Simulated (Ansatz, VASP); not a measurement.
This is a calculation of Bi for Ansatz 0.2.0.

The input input.yaml:

```yaml
crystal:
  lattice:
    - [3.1722683854, 0.0, 0.0]
    - [0.0, 3.1558770435, 0.0]
    - [-0.0788124821, 0.0, 6.312343943]
  atoms:
    - { symbol: Bi, position: [0.54424725, 0.0, 0.74957789] }
    - { symbol: Bi, position: [0.45575275, 0.0, 0.25042211] }
hamiltonian:
  xc: pbesol
  pseudopotentials: { kind: paw }
kpoints:
  mp_grid: { grid: [8, 8, 4] }
scf:
  occupations: { method: fermi_dirac, width: 0.05 }
output:
  forces: true
  stress: true
  eigenvalues: true
```

Potentials or basis: Ansatz PAW.

The run is started by

```sh
$ ansatz run input.yaml --threads 1 --pin off --max-ram 3584MiB --backend cpu --events-out ev --progress --plain --runs-dir out
```

Q: Set up the same calculation for VASP 6.6.1. Potentials there: VASP PAW PBE potentials, release 64 (Bi_d).

A: As run (the cutoff follows the program's own potentials):

INCAR

```
PREC     = Accurate       # precision mode
ENCUT    = 520            # plane-wave cutoff, eV
EDIFF    = 1E-7           # SCF threshold, eV
ISMEAR   = -1             # smearing method
SIGMA    = 0.05           # smearing width, eV
LREAL    = False          # projectors in reciprocal space
LASPH    = True           # aspherical terms in the spheres
NELM     = 60             # most SCF steps
ALGO     = Normal         # electronic algorithm
ISIF     = 2              # what is computed and relaxed
LWAVE    = False          # write WAVECAR
LCHARG   = False          # write CHGCAR
GGA      = PS             # functional
NBANDS   = 22             # bands
```

Contents of KPOINTS:

```
regular mesh
0
Gamma
  8 8 4
```

File POSCAR:

```
Bi
1.0
    3.1722683854      0.0000000000      0.0000000000
    0.0000000000      3.1558770435      0.0000000000
   -0.0788124821      0.0000000000      6.3123439430
Bi
2
Direct
    0.5442472500      0.0000000000      0.7495778900
    0.4557527500      0.0000000000      0.2504221100
```

Potentials or basis: VASP PAW PBE potentials, release 64 (Bi_d).

Launch:

```console
$ cat potpaw_PBE.64/Bi_d/POTCAR > POTCAR
$ mpirun -np 1 vasp_std > vasp.out
```

Both were run:

|  | VASP | Ansatz | Ansatz less VASP |
| --- | --- | --- | --- |
| gap on the k mesh at the Fermi level (eV) | none | none | - |
| pressure (GPa) | 3.2 | 3.3 | +0.06 |
| largest component of the traceless stress (GPa) | 0.69 | 0.69 | -0.001 |
| rms of the force components (eV/Å) | 0.014 | 0.014 | +0.0001 |

Atom by atom the forces differ by 0.000 eV/Å (rms over components). A gap of «none» marks a metal or a gap that the smearing closes. With one functional, cell and mesh, what is left measures potentials, basis and numerics.

Caveats: spin-orbit coupling is left out, which moves the levels of the heavy elements; the PAW data sets were made with another functional, which shifts forces and pressure a little (VASP); the PAW data sets come from PBE, with cores solved anew for the run's functional, which leaves a small shift of forces and pressure (Ansatz).
